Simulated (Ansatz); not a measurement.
**SiO2: the band gap up the ladder of functionals**

An exercise on one series of results from a longer session: the logs are not shown, and one member is left open.

The runs shown are made with Ansatz 0.2.0. PAW datasets, plane waves. (Simulation; spin polarisation is off.)

## Starting point

The cell was relaxed beforehand with r2SCAN.

Space group Imma (No. 74), orthorhombic; conventional cell a = 5.248 Å, b = 9.507 Å, c = 8.901 Å, 18.50 Å³ an atom. Si has 4 O at 1.60–1.61 Å; O has 2 Si at 1.61 Å; O has 2 Si at 1.60 Å.

As a file:

```xyz
12
Lattice="-2.6238 4.7535 4.4507 2.6238 -4.7535 4.4507 2.6238 4.7535 -4.4507" Properties=species:S:1:pos:R:3 pbc="T T T"
Si    0.0000    0.7940    7.5147
Si    0.0000    5.5475    1.3866
Si    2.6238    3.9595   -3.0641
Si    2.6238   -0.7940    3.0641
O     2.6238   -2.3767    3.3661
O     0.0000    7.1302    1.0846
O     1.3119    5.1402    2.2253
O     1.3119    4.3667   -2.2253
O     1.3119   -0.3868    2.2253
O    -1.3119    5.1402    2.2253
O     0.0000    0.0000    0.0000
O     0.0000    4.7535    0.0000
```

The first run:

Contents of input.yaml:

```yaml
crystal:
  lattice:
    - [-2.6237541655, 4.7534940781, 4.4506710833]
    - [2.6237541655, -4.7534940781, 4.4506710833]
    - [2.6237541655, 4.7534940781, -4.4506710833]
  atoms:
    - { symbol: Si, position: [0.9277412286, 0.8442257089, 0.0835155197] }
    - { symbol: Si, position: [0.7392898108, 0.1557742911, 0.5835155197] }
    - { symbol: Si, position: [0.0722587714, 0.1557742911, 0.9164844803] }
    - { symbol: Si, position: [0.2607101892, 0.8442257089, 0.4164844803] }
    - { symbol: O, position: [0.1281517367, 0.8781517367, 0.25] }
    - { symbol: O, position: [0.8718482633, 0.1218482633, 0.75] }
    - { symbol: O, position: [0.7906809298, 0.5, 0.7906809298] }
    - { symbol: O, position: [0.2093190702, 0.0, 0.7093190702] }
    - { symbol: O, position: [0.2093190702, 0.5, 0.2093190702] }
    - { symbol: O, position: [0.7906809298, 0.0, 0.2906809298] }
    - { symbol: O, position: [0.0, 0.0, 0.0] }
    - { symbol: O, position: [0.5, 0.0, 0.5] }
kpoints:
  mp_grid: { grid: [6, 6, 6] }
  band_path:
    path:
      - [[0.0, 0.0, 0.0], [0.5, -0.5, 0.5], [0.3261658646134, -0.3261658646134, 0.6738341353866]]
      - [[-0.3261658646134, 0.3261658646134, 0.3261658646134], [0.0, 0.0, 0.0], [0.4691619188051, 0.4691619188051, -0.4691619188051]]
      - [[0.5308380811949, -0.4691619188051, 0.4691619188051], [0.5, -0.5, 0.5]]
      - [[0.0, 0.0, 0.0], [-1.917877737886e-17, 0.5, 1.917877737886e-17], [0.25, 0.25, 0.25], [0.5, -1.917877737886e-17, 1.917877737886e-17], [0.0, 0.0, 0.0], [1.578227208886e-18, -1.578227208886e-18, 0.5], [0.25, 0.25, 0.25]]
    npoints: 10
hamiltonian:
  xc: pbe
scf:
  occupations: { method: fermi_dirac, width: 0.02 }
  n_extra_bands: 7
output:
  forces: true
  stress: true
  eigenvalues: true
```

Steps of the session up to this table: PBE bands along the symmetry lines; r2SCAN; HSE06; Single point with PBE0.

One table of the session follows, with a row left open; its other results are not shown here.

```
 level  gap (eV)
   PBE         ?
r2SCAN      6.17
 HSE06      7.17
  PBE0      7.93
```

Q: Estimate the row for PBE from the others.

The run gave: gap (eV): 5.48. In the column «gap (eV)» it is the lowest.

Meshes: PBE 6×6×6, r2SCAN 6×6×6, HSE06 4×4×4, PBE0 4×4×4

PBE gives the least gap, 5.48 eV, and PBE0 the largest, 7.93 eV. PBE reaches 76 % of the HSE06 value, and r2SCAN 86 %. PBE0 lies 0.76 eV above HSE06, which differs from it by screening the long-range exchange.

Caveats from the session: Warnings in the runs' records: stress exchange threshold loose, stress scf threshold loose.
